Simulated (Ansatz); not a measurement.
MnSb:

```
Sb Mn
1.0
     4.15000    0.00000    0.00000
    -2.07500    3.59401    0.00000
     0.00000    0.00000    5.78000
Sb Mn
2 2
Direct
  0.66667 0.33333 0.75000
  0.33333 0.66667 0.25000
  0.00000 0.00000 0.50000
  0.00000 0.00000 0.00000
```

```yaml
Program: Ansatz 0.2.0
Task: relaxation of cell and atoms
Functional: PBEsol
Dispersion: D3(BJ)
Potentials_or_basis: Ansatz PAW
Cutoff: "420 eV (not typed: the program's choice for these potentials)"
k_mesh: 7 × 7 × 5
Occupations: fermi-dirac, width 0.05 eV
Spin: collinear spin, ferromagnetic start
Starting_moments: "[0.0, 0.0, 4.0, 4.0] μB"
```

At the start: volume 21.55 Å³/atom.

Question: How do energy, volume and symmetry change on relaxing?

Answer: It ends after 6 steps and the volume is 17.82 Å³/atom (-17.3 %); space group P6_3/mmc (No. 194, to 0.05 Å); moment 5.14 μB per cell.

Step by step:
```
step  energy change (eV)  largest force (eV/Å)  volume (Å³)
   1              0.0000                0.0000        86.21
   2             -0.5031                0.0000        75.13
   3             -0.5482                0.0000        69.81
   4             -0.5558                0.0000        71.38
   5             -0.5559                0.0000        71.28
   6             -0.5516                0.0000        71.28
```

Final structure:
```
Sb Mn
1.0
     3.92731    0.00000    0.00000
    -1.96365    3.40115    0.00000
     0.00000    0.00000    5.33675
Sb Mn
2 2
Direct
  0.66667 0.33333 0.75000
  0.33333 0.66667 0.25000
  0.00000 0.00000 0.50000
  0.00000 0.00000 0.00000
```

Caveat: the volume moved by over 15 % at a fixed basis, so the end points are rough; the plane-wave basis is chosen anew once the cell has moved, so the energies of steps on either side of that aren't comparable; the volume moved by -17 % from the deposited cell, more than functionals usually miss; only a ferromagnetic start was run, and an antiferromagnetic order may lie lower in energy; the PAW data sets come from PBE, with cores solved anew for the run's functional, which leaves a small shift of forces and pressure.
